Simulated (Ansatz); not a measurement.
# Ag in Ansatz: a series of runs

The runs below take Ag through electrostatic potential, with PBE.

Everything below comes from runs of Ansatz 0.2.0. Logs are shortened: lines on timing, memory, paths and dates and some standing lists are left out, and cuts for length are marked.

## Step 1: The cell of the first run

The cell holds a slab with vacuum, 6 atoms: a = 2.946 Å, b = 2.946 Å, c = 27.005 Å, α = 90.00°, β = 90.00°, γ = 120.00°.

## Step 2: Electrostatic potential, PBE (the (0 0 1) slab of Ag, cut from the database cell, not relaxed)

input.yaml

```yaml
crystal:
  lattice:
    - [2.9460943265, 0.0, 0.0]
    - [-1.4730471633, 2.5513925288, 0.0]
    - [0.0, 0.0, 27.0052091601]
  atoms:
    - { symbol: Ag, position: [0.0, 0.0, 0.2777241959] }
    - { symbol: Ag, position: [0.6666666667, 0.3333333333, 0.3666062915] }
    - { symbol: Ag, position: [0.3333333334, 0.6666666667, 0.455488387] }
    - { symbol: Ag, position: [0.6666666667, 0.3333333333, 0.544511613] }
    - { symbol: Ag, position: [0.3333333334, 0.6666666667, 0.6333937085] }
    - { symbol: Ag, position: [0.0, 0.0, 0.7222758041] }
hamiltonian:
  xc: pbe
  pseudopotentials: { kind: paw }
kpoints:
  mp_grid: { grid: [10, 10, 1] }
scf:
  occupations: { method: fermi_dirac, width: 0.05 }
output:
  forces: true
  eigenvalues: true
  write_density: true
  write_potential: true
  elf: true
  volumetric_format: npy
efield:
  axis: 3
  dipole_correction: true
  ramp_width: 0.04
```

Potentials or basis: Ansatz PAW.

On the command line:

```console
$ ansatz run input.yaml --threads 4 --pin off --max-ram 11264MiB --backend cpu --events-out ev --progress --plain --runs-dir out
```

Log:

```text
Warning: RAYON_NUM_THREADS=4 ignored (pool sized by the plan → 4); use --threads N
Engine: ansatz 0.2.0, aarch64-unknown-linux-gnu
Pseudopotentials: kind: paw
Pseudopotential: Ag, paw, valence charge 19, recommended cutoff 420 eV (normal), Ag.paw.azcp
Functional definition: PBE
  parameter kappa = 0.804
  parameter beta = 0.06672455060314922
  exchange = pbe_x(kappa = kappa, mu = beta*pi^2/3)
  correlation = pbe_c(beta = beta)
Crystal: 6 atoms, lattice volume = 202.989 Å³
Basis set: ecut = 420 eV, 3919 PW (Γ), exchange–correlation on 40×40×384 points (8 copies of the dense FFT grid, shifted against one another)
Bands: 69, of which v1, the nominal top of the filled ones, is band 57 counted from 1 (56 counted from 0)
Symmetry: 6 space group operations
k-points: 14 of 100 (time reversal used)
Non-local potential: Ag, projectors of the file, l = 0: 3, l = 1: 2, l = 2: 2, l = 3: 1
PAW form: soft (Blöchl's): semilocal exchange-correlation on the pseudo side does not see the compensation charge
PAW one-centre angular grid: Ag, 590 points (default); XC on 64 Gauss nodes
Initial density: superposition of atomic densities (neutral atoms: chi_scale 0, normalization atom), corrected by the library's trained network
Initial wavefunctions: pseudopotential atomic-orbital guess
Functional: x = pbe(κ = 0.804, μ = 0.2195149727645171), c = pbe(β = 0.06672455060314922)
SCF iter   1: F=—  HF=-45542.534852 eV  |F-HF|=—  |Δ(HF+E_count)|=         —  Δρ=1.36e-3  dr2=3.94e-2  ethr=1.77e-3  p=-0.000 e·Å  D=-2.33e-15 V/Å  ΔV_dip=0.00 eV  dr2_dipole=5.02e-7  V_vac-E_F(+/−)=4.39/4.39 eV  ⟨swp⟩=6.5  Hψ=3773  notcnv=0  defer=23
efield: sawtooth ramp at fractional position 0.9800 (placed from the atoms, in the widest stretch of the axis that holds none; the zero of the levels goes with the place), width 0.0400; the density the first Hamiltonian is built on has a dipole p = -0.000 e·Å; the dipole correction subtracts the counter field D = -2.33e-15 V/Å, which shifts the + side's vacuum level by +0.00 eV against the − side's; the planar-averaged density in the ramp window peaks in size at 1.4e-5 e/Å³
preconditioner: auto → LDOS  [metal: Δε(μ)=0.016 eV  Ē_g=9.517 eV  σ=0.050 eV  W_gap=0.08  n_scr=38 (ndim 8)  ℏωp=21.2 eV  f_vac=0.441  D(μ)=3.92/eV (n_scr^D=16)  β→1.0]
SCF iter   2: F=—  HF=-45542.537886 eV  |F-HF|=—  |Δ(HF+E_count)|=   3.03e-3  Δρ=7.99e-4  dr2=5.21e-3  ethr=3.45e-5  p=-0.000 e·Å  D=-2.19e-6 V/Å  ΔV_dip=0.00 eV  dr2_dipole=2.25e-7  V_vac-E_F(+/−)=4.47/4.47 eV  ⟨swp⟩=2.8  Hψ=1723  notcnv=0  defer=51
SCF iter   3: F=—  HF=-45542.538027 eV  |F-HF|=—  |Δ(HF+E_count)|=   1.42e-4  Δρ=1.05e-3  dr2=3.03e-3  ethr=4.57e-6  p=-0.000 e·Å  D=-2.57e-7 V/Å  ΔV_dip=0.00 eV  dr2_dipole=2.50e-8  V_vac-E_F(+/−)=4.47/4.47 eV  ⟨swp⟩=2.4  Hψ=1525  notcnv=0  defer=51
SCF iter   4: F=—  HF=-45542.537451 eV  |F-HF|=—  |Δ(HF+E_count)|=   5.77e-4  Δρ=1.24e-4  dr2=2.38e-4  ethr=2.65e-6  p=-0.000 e·Å  D=-2.46e-7 V/Å  ΔV_dip=0.00 eV  dr2_dipole=1.69e-8  V_vac-E_F(+/−)=4.48/4.48 eV  ⟨swp⟩=2.0  Hψ=1408  notcnv=0  defer=51
SCF iter   5: F=—  HF=-45542.537438 eV  |F-HF|=—  |Δ(HF+E_count)|=   1.34e-5  Δρ=6.04e-5  dr2=2.39e-5  ethr=2.08e-7  p=-0.000 e·Å  D=-1.67e-7 V/Å  ΔV_dip=0.00 eV  dr2_dipole=1.53e-9  V_vac-E_F(+/−)=4.47/4.47 eV  ⟨swp⟩=2.0  Hψ=1271  notcnv=0  defer=51
SCF iter   6: F=—  HF=-45542.537645 eV  |F-HF|=—  |Δ(HF+E_count)|=   2.07e-4  Δρ=2.15e-5  dr2=4.18e-6  ethr=2.10e-8  p=-0.000 e·Å  D=-6.59e-8 V/Å  ΔV_dip=0.00 eV  dr2_dipole=1.64e-10  V_vac-E_F(+/−)=4.47/4.47 eV  ⟨swp⟩=2.4  Hψ=1359  notcnv=0  defer=51
SCF iter   7: F=—  HF=-45542.537645 eV  |F-HF|=—  |Δ(HF+E_count)|=   3.78e-7  Δρ=8.48e-6  dr2=3.35e-7  ethr=3.67e-9  p=-0.000 e·Å  D=-4.96e-8 V/Å  ΔV_dip=0.00 eV  dr2_dipole=1.59e-12  V_vac-E_F(+/−)=4.47/4.47 eV  ⟨swp⟩=2.4  Hψ=1355  notcnv=0  defer=51
SCF iter   8: F=-45542.537645 eV  HF=-45542.537645 eV  |F-HF|=7.54e-9  |Δ(HF+E_count)|=   1.38e-7  Δρ=4.84e-6  dr2=5.16e-8  ethr=8.77e-11  p=-0.000 e·Å  D=-1.83e-8 V/Å  ΔV_dip=0.00 eV  dr2_dipole=7.88e-14  V_vac-E_F(+/−)=4.47/4.47 eV  ⟨swp⟩=18.1  Hψ=7555  notcnv=0
SCF 1 converged in 8 iterations: F = -45542.537645 eV  dr2 = 5.16e-8
WARN: The output density's exchange-correlation potential varies sharply where the density is thin. Do not read a vacuum level from v_tot or v_xc, or from such a field of the output density. On a cell that repeats whose density bears no net charge and no dipole along the vacuum's axis use v_es (v_loc + v_h of the components); under efield.dipole_correction with no amplitude use v_es + v_field, which holds any external_charges[].barrier, or the levels of the report's work_function block, which leave it out; under a non-zero efield.amplitude the vacuum is tilted and has no level; on a cell that repeats and bears such a dipole with no correction it is tilted too, and efield.dipole_correction with no amplitude gives each side of its ramp a level where efield: is served; in a cell that repeats whose density bears a net charge (total_charge, or a fill off its count) it is curved and has none; of a slab under crystal.periodic whose density bears no net charge use v_es, which has a level on each side, short of where the two are joined; of another it falls or rises all the way out and has none; of a slab beside external_charges read slab_vacuum_level instead, which it has where they leave it neutral. The grid or the basis barely resolves most such structure, and the values can differ between equally converged runs; as a rule a tighter scf.convergence.dr2_threshold does not remove it. Where the density itself ripples (under the LDA too) a higher basis.ecutwfc lessens it. The files hold the spikes' plane waves up to the density's cutoff. Files: v_tot_of_output_density and the like, and their columns of v_z.tsv (output.write_potential); v_xc_of_output_density and the like, and their columns of v_comp_z.tsv (output.write_potential_components). Measured: with its Gaussian average of σ = 0.25 Å subtracted twice, the exchange-correlation potential is over 0.1 eV at 107 of the grid points where the equally averaged density (valence and model cores) is under 1e-3 e/Å³, and 0.390 eV at the most among them, at an averaged density of 2.5e-8 e/Å³. The input density's (outcome.potential() and, of a run that writes arrays, v_tot and v_xc) is over 0.1 eV, so measured, at 72 points of its own thin density, 0.123 eV at the most. See output.write_potential in the manual, Limitations
SCF converged after 8 iterations
Free energy (F): -45542.537645 eV
Harris-Foulkes:  -45542.537645 eV  (|F-HF|=7.54e-9)
Internal energy: -45542.506911 eV  (E = F + TS)
E sigma→0 (E₀):  -45542.522278 eV
Entropy (-TS):   -0.030734 eV (-5.122 meV/atom)
Fermi energy:    6.518583 eV
Dipole field:    D = 0.000000 V/Å  (p = 0.000000 e·Å, saw-weighted, corrected)
Work function:   Φ+ = 4.4676 eV   Φ− = 4.4676 eV
Levels:          The Fermi level and band energies are counted from a zero that moves with the ramp; work functions are not
--- Per-component energies (eV) ---
  E_band       = -2609.387037
  E_kinetic    = 3161.371468
  E_local      = -170723.577397  (includes V_loc(G=0)·N_el)
  E_nonlocal   = 481.730005
  E_hartree    = 84174.350252
  E_xc         = -1106.356225
  E_vxc        = -1405.325984  (∫ρ·V_xc dr)
  E_paw        = -23413.872116  (= ΣΔE_a)
  E_vpaw       = -2472.292134  (= ΣTr[D̂ρ^β])
  E_aug_tail   = 0.001938  (compensation charges beyond the density's cutoff)
  E_efield     = 0.000000  (sawtooth field / dipole correction)
  E_vefield    = 0.000000  (∫n·V_field dr)
  E_ewald      = 61883.845164
  E_smearing   = -0.030734  (= −TS)
  E_closure    = -0.000000  (closes the sum)
  Σ components = -45542.537645   (vs F -45542.537645, Δ=0.00e0)
--- Forces (eV/Å), atoms counted from 1 ---
  atom   1  Ag    -0.00000000     0.00000000     0.05896128
  atom   2  Ag    -0.00000000    -0.00000000     0.04595581
  atom   3  Ag     0.00000000     0.00000000    -0.05460541
  atom   4  Ag    -0.00000000     0.00000000     0.05460497
  atom   5  Ag     0.00000000     0.00000000    -0.04595586
  atom   6  Ag     0.00000000    -0.00000000    -0.05896115
  max |Σ_I F_I| component: 3.69e-7 eV/Å
--- Band table (eV; the first three rows and the last of 14) ---
  k-point 0: bands = ["-85.2579", "-85.2579", "-85.2062", "-85.1998", "-85.0947", "-85.0947", "-48.7710", "-48.7588", "-48.7027", "-48.6859", "-48.6859", "-48.6858", "-48.6858", "-48.6500", "-48.6299", "-48.6299", "-48.6200", "-48.6200", "-48.5559", "-48.5558", "-48.5338", "-48.5338", "-48.5338", "-48.5338", "-0.6230", "-0.1602", "0.4434", "0.5758", "0.7018", "0.7600", "1.9549", "1.9747", "1.9987", "1.9987", "2.0426", "2.0426", "2.0531", "2.0531", "2.1510", "2.1877", "2.1877", "2.2558", "2.2558", "2.2561", "2.2561", "2.7809", "2.7809", "2.9591", "2.9725", "2.9725", "3.1009", "3.1009", "3.2812", "3.2812", "3.4911", "3.4911", "3.5640", "3.5640", "4.3655", "6.0975", "6.7823", "10.4854", "10.6384", "11.6565", "11.9243", "13.7551", "13.8800", "16.2075", "16.5317"]
  k-point 1: bands = ["-85.2571", "-85.2570", "-85.2053", "-85.1991", "-85.0939", "-85.0939", "-48.7680", "-48.7571", "-48.7056", "-48.6962", "-48.6923", "-48.6884", "-48.6883", "-48.6516", "-48.6376", "-48.6326", "-48.6288", "-48.6220", "-48.5552", "-48.5551", "-48.5430", "-48.5430", "-48.5361", "-48.5361", "-0.3646", "0.0876", "0.6699", "0.7297", "0.8784", "0.9584", "1.8336", "1.8834", "1.9041", "1.9778", "2.0403", "2.0536", "2.1108", "2.1467", "2.1774", "2.1922", "2.1980", "2.2552", "2.2836", "2.3678", "2.3812", "2.5961", "2.6768", "2.7321", "2.8892", "2.9386", "3.0913", "3.1009", "3.1199", "3.2893", "3.3239", "3.4956", "3.5803", "3.7934", "4.8989", "6.4986", "7.3264", "10.6471", "10.8670", "11.8644", "12.1375", "13.9807", "14.0787", "16.4375", "16.7307"]
  k-point 2: bands = ["-85.2549", "-85.2549", "-85.2028", "-85.1974", "-85.0918", "-85.0918", "-48.7602", "-48.7531", "-48.7250", "-48.7221", "-48.6984", "-48.6949", "-48.6948", "-48.6660", "-48.6507", "-48.6481", "-48.6394", "-48.6275", "-48.5674", "-48.5674", "-48.5531", "-48.5531", "-48.5424", "-48.5424", "0.2981", "0.6537", "0.9964", "1.0767", "1.2157", "1.3405", "1.5955", "1.6848", "1.7728", "1.7926", "1.8475", "2.0800", "2.1194", "2.2189", "2.3015", "2.3499", "2.3539", "2.4029", "2.4751", "2.4885", "2.5321", "2.6365", "2.6938", "2.7130", "2.7988", "2.8131", "2.9581", "3.0231", "3.0875", "3.2959", "3.5060", "3.5457", "3.6149", "4.4688", "5.8017", "7.4300", "8.6128", "11.1505", "11.5549", "12.5160", "12.7813", "14.6455", "14.6889", "17.1023", "17.2999"]
  k-point 13: bands = ["-85.2482", "-85.2482", "-85.1942", "-85.1934", "-85.0853", "-85.0853", "-48.7674", "-48.7671", "-48.7493", "-48.7482", "-48.7417", "-48.7399", "-48.7067", "-48.6995", "-48.6943", "-48.6796", "-48.6647", "-48.6615", "-48.6096", "-48.6095", "-48.5919", "-48.5919", "-48.5477", "-48.5477", "1.0789", "1.1779", "1.2025", "1.3297", "1.3898", "1.5250", "1.5329", "1.5412", "1.6760", "1.7214", "1.8308", "2.0617", "2.0622", "2.1543", "2.2000", "2.3372", "2.3454", "2.5099", "2.5230", "2.6766", "2.7412", "2.9200", "2.9518", "3.1166", "3.3124", "3.4345", "3.4449", "3.5480", "3.6209", "3.6279", "8.1664", "8.5898", "9.2866", "10.1479", "10.5664", "10.6437", "10.9589", "11.1333", "11.8324", "12.0289", "12.0302", "12.9255", "13.1259", "13.3646", "13.8240"]
```

Run time: 5.7 s. Hardware: 4 threads of Arm Neoverse V1, shared host; peak memory 0.62 GiB.

Results:

```yaml
Free_energy: -45542.5376 eV
Largest_force: 0.059 eV/Å
Band_gap_on_the_k_mesh: none (metal or under the smearing width)
Work_function_of_the_upper_face: 4.47 eV
Work_function_of_the_lower_face: 4.47 eV
Dipole_across_the_slab: 0.000 e·Å
```

Forces on the atoms (eV/Å):
```
Ag   0.000  0.000  0.059
Ag   0.000  0.000  0.046
Ag   0.000  0.000 -0.055
Ag   0.000  0.000  0.055
Ag   0.000  0.000 -0.046
Ag   0.000  0.000 -0.059
```

Levels at points of the mesh, in eV from the Fermi level:
```csv
k point,band 56,band 57,band 58,band 59,band 60,band 61
"(0.00, 0.00, 0.00)",-3.03,-2.95,-2.95,-2.15,-0.42,0.26
"(0.00, -0.50, 0.00)",0.39,0.90,1.27,1.53,1.57,3.90
```

## Step 3: Electrostatic potential, PBE (the (0 0 1) slab of Ag, cut from the database cell, not relaxed)

input.yaml: that of step 2 with these lines changed.

```diff
@@ -26,5 +26 @@
   volumetric_format: npy
-efield:
-  axis: 3
-  dipole_correction: true
-  ramp_width: 0.04
```

Potentials or basis: Ansatz PAW.

On the command line:

```console
$ ansatz run input.yaml --threads 4 --pin off --max-ram 11264MiB --backend cpu --events-out ev --progress --plain --runs-dir out
```

It took 3.2 s on 4 threads of Arm Neoverse V1, shared host; peak memory 0.65 GiB.

Results (log left out):

| Quantity | Value |
| --- | --- |
| Free energy | -45542.5376 eV |
| Largest force | 0.059 eV/Å |
| Band gap on the k mesh | none (metal or under the smearing width) |

Forces on the atoms (eV/Å):
```
Ag   0.000  0.000  0.059
Ag   0.000  0.000  0.046
Ag   0.000  0.000 -0.055
Ag   0.000  0.000  0.055
Ag   0.000  0.000 -0.046
Ag   0.000  0.000 -0.059
```

Levels at points of the mesh, in eV from the Fermi level:
```tsv
k point	band 55	band 56	band 57	band 58	band 59	band 60	band 61	band 62
(0.00, 0.00, 0.00)	-3.03	-3.03	-2.95	-2.95	-2.15	-0.42	0.26	3.97
(0.00, -0.50, 0.00)	0.18	0.39	0.90	1.27	1.53	1.57	3.90	4.12
```

## Step 4: Electrostatic potential, PBE (the (0 0 1) slab of Ag, cut from the database cell, not relaxed)

input.yaml: that of step 3 with these lines changed.

```diff
@@ -12,2 +12,3 @@
     - { symbol: Ag, position: [0.0, 0.0, 0.7222758041] }
+  periodic: [true, true, false]
 hamiltonian:
```

On the command line:

```console
$ ansatz run input.yaml --threads 4 --pin off --max-ram 11264MiB --backend cpu --events-out ev --progress --plain --runs-dir out
```

It took 7.7 s on 4 threads of Arm Neoverse V1, shared host; peak memory 0.91 GiB.

Results (log left out):

- Free energy: -45542.5376 eV
- Largest force: 0.059 eV/Å
- Band gap on the k mesh: none (metal or under the smearing width)

Forces in eV/Å, atoms in the order of the input:
```
Ag   0.000  0.000  0.059
Ag   0.000  0.000  0.046
Ag   0.000  0.000 -0.055
Ag   0.000  0.000  0.055
Ag   0.000  0.000 -0.046
Ag   0.000  0.000 -0.059
```

Levels at points of the mesh, in eV from the Fermi level:
```tsv
k point	band 55	band 56	band 57	band 58	band 59	band 60	band 61	band 62
(0.00, 0.00, 0.00)	-3.03	-3.03	-2.95	-2.95	-2.15	-0.42	0.26	3.92
(0.00, -0.50, 0.00)	0.18	0.39	0.90	1.27	1.53	1.57	3.90	4.12
```

## Step 5: Overview

```tsv
boundary along the surface normal	gap on the mesh (eV)	largest force (eV/Å)
dipole_correction	none	0.06
images	none	0.06
isolated	none	0.06
```

Alike in all rows: task electrostatic potential; level PBE; potentials or basis Ansatz PAW; no spin polarisation; cell the (0 0 1) slab of Ag, cut from the database cell, not relaxed; k mesh 10 × 10 × 1; cutoff (eV) 420; smearing fermi-dirac 0.05 eV.

Total energies depend on the potentials used, so only differences within one code and one set of settings carry meaning.
